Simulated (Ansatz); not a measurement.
A relaxation computed with Ansatz, from input to last step.

```yaml
crystal:
  lattice:
    - [3.6420540122, 0.0, 0.0]
    - [-1.8210270061, 3.1541112965, 0.0]
    - [0.0, 0.0, 5.8272423412]
  atoms:
    - { symbol: Hf, position: [0.0, 0.0, 0.0] }
    - { symbol: S, position: [0.6666666667, 0.3333333333, 0.7476470489] }
    - { symbol: S, position: [0.3333333333, 0.6666666667, 0.2523529511] }
basis:
  ecutwfc: 420
kpoints:
  mp_grid: { grid: [9, 9, 6] }
hamiltonian:
  xc: pbe
  dispersion: d3bj
scf:
  occupations: { method: gaussian, width: 0.02 }
output:
  forces: true
  stress: true
  eigenvalues: true
  write_density: true
  write_potential: true
  elf: true
  volumetric_format: npy
relax:
  adjacent_minimum: "off"
  f_tol: 0.01
  max_steps: 30
  cell: { stress_tol: 0.1, fix: [volume] }
```

```bash
ansatz run input.yaml --threads 1 --pin off --max-ram 2560MiB --backend cpu --events-out ev --progress --plain --runs-dir out
```

Computed with DFT PBE+D3(BJ), scalar-relativistic, plane waves, PAW in Ansatz.

The volume is held at 1.03 times that of the relaxed cell.

Of 5 frames 4 are shown, positions in Å and forces in eV/Å; the SCF threshold varies from step to step. Steps run on the plane waves of an earlier cell, with a Pulay correction in the pressure. The basis is chosen afresh for the last frame, the zero of the energies, and at times for earlier ones too; energy and pressure step there, also at an unchanged geometry. The mark taken_back stands on steps that the optimiser undid.

```xyz
3
Lattice="3.6421 0.0000 0.0000 -1.8210 3.1541 0.0000 0.0000 0.0000 5.8272" Properties=species:S:1:pos:R:3:forces:R:3 pbc="T T T" step=1 free_energy_over_end_meV_per_atom=4.14 pressure_GPa=-2.85
Hf    0.0000    0.0000    0.0000    0.0000    0.0000    0.0000
S     1.8210    1.0514    4.3567    0.0000    0.0000    0.3423
S     0.0000    2.1027    1.4705    0.0000    0.0000   -0.3423
3
Lattice="3.6216 0.0000 0.0000 -1.8108 3.1364 0.0000 0.0000 0.0000 5.8933" Properties=species:S:1:pos:R:3:forces:R:3 pbc="T T T" step=2 free_energy_over_end_meV_per_atom=5.53 pressure_GPa=1.32 taken_back
Hf    0.0000    0.0000    0.0000    0.0000    0.0000    0.0000
S     1.8108    1.0455    4.4763    0.0000    0.0000   -0.4591
S     0.0000    2.0909    1.4169    0.0000    0.0000    0.4591
3
Lattice="3.6265 0.0000 0.0000 -1.8132 3.1406 0.0000 0.0000 0.0000 5.8775" Properties=species:S:1:pos:R:3:forces:R:3 pbc="T T T" step=3 free_energy_over_end_meV_per_atom=0.08 pressure_GPa=-1.07
Hf    0.0000    0.0000    0.0000    0.0000    0.0000    0.0000
S     1.8132    1.0469    4.4245    0.0000    0.0000    0.0286
S     0.0000    2.0937    1.4530    0.0000    0.0000   -0.0286
3
Lattice="3.6208 0.0000 0.0000 -1.8104 3.1357 0.0000 0.0000 0.0000 5.8957" Properties=species:S:1:pos:R:3:forces:R:3 pbc="T T T" step=5 free_energy_over_end_meV_per_atom=0.00 pressure_GPa=-0.81
Hf    0.0000    0.0000    0.0000    0.0000    0.0000    0.0000
S     1.8104    1.0452    4.4421    0.0000    0.0000    0.0003
S     0.0000    2.0905    1.4536    0.0000    0.0000   -0.0003
```

The run took 25 s on 1 thread of Arm Neoverse V2, with other jobs on the host, peak memory 0.39 GiB.

Spin–orbit coupling is left out, which can shift energies with elements as heavy as these.